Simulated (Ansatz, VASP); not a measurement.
## Si in VASP and in Ansatz

The input INCAR:

```
SYSTEM = Si
ALGO     = Normal         ! electronic algorithm
EDIFF    = 1E-6           ! SCF threshold, eV
ENCUT    = 520            ! plane-wave cutoff, eV
GGA      = CA             ! functional
ISIF     = 2              ! what is computed and relaxed
ISMEAR   = -1             ! smearing method
LASPH    = .True.         ! aspherical terms in the spheres
LCHARG   = .False.        ! write CHGCAR
LREAL    = .False.        ! projectors in reciprocal space
LWAVE    = .False.        ! write WAVECAR
NBANDS   = 8              ! bands
NELM     = 80             ! most SCF steps
PREC     = Accurate       ! precision mode
SIGMA    = 0.05           ! smearing width, eV
```

The input KPOINTS:

```
k-points
0
Gamma
  13 13 13
  0 0 0
```

Contents of POSCAR:

```
Si
1.0
   -1.6588233236      1.6588233236      1.3462252449
    1.6588233236     -1.6588233236      1.3462252449
    1.6588233236      1.6588233236     -1.3462252449
Si
1
Direct
    0.0000000000      0.0000000000      0.0000000000
```

input.yaml

```yaml
crystal:
  lattice:
    - [-1.6588233236, 1.6588233236, 1.3462252449]
    - [1.6588233236, -1.6588233236, 1.3462252449]
    - [1.6588233236, 1.6588233236, -1.3462252449]
  atoms:
    - { symbol: Si, position: [0.0, 0.0, 0.0] }
hamiltonian:
  xc: lda
  pseudopotentials: { kind: paw }
kpoints:
  mp_grid: { grid: [13, 13, 13] }
scf:
  occupations: { method: fermi_dirac, width: 0.05 }
output:
  forces: true
  stress: true
  eigenvalues: true
```

This isn't the form of Si at room conditions, which is diamond.

Alike in both runs: task single point; functional LDA; k mesh 13 × 13 × 13; occupations fermi-dirac, width 0.05 eV; no spin polarisation.

|  | VASP | Ansatz |
| --- | --- | --- |
| version | VASP 6.6.1 | Ansatz 0.2.0 |
| potentials or method | VASP PAW LDA potentials, release 64 (Si) | Ansatz PAW |
| plane-wave cutoff (eV) | 520 | 420 |
| valence electrons in the cell | 4 | 4 |

Ansatz gave:

* gap on the k mesh at the Fermi level (eV): none
* pressure (GPa): -5.0
* largest component of the traceless stress (GPa): 1.47

Estimate VASP's values.

gap on the k mesh at the Fermi level (eV): none; pressure (GPa): -5.0; largest component of the traceless stress (GPa): 1.50.

A gap of «none» marks a metal or a gap that the smearing closes.

Caveats: the PAW data sets come from PBE, with cores solved anew for the run's functional, which leaves a small shift of forces and pressure (Ansatz).
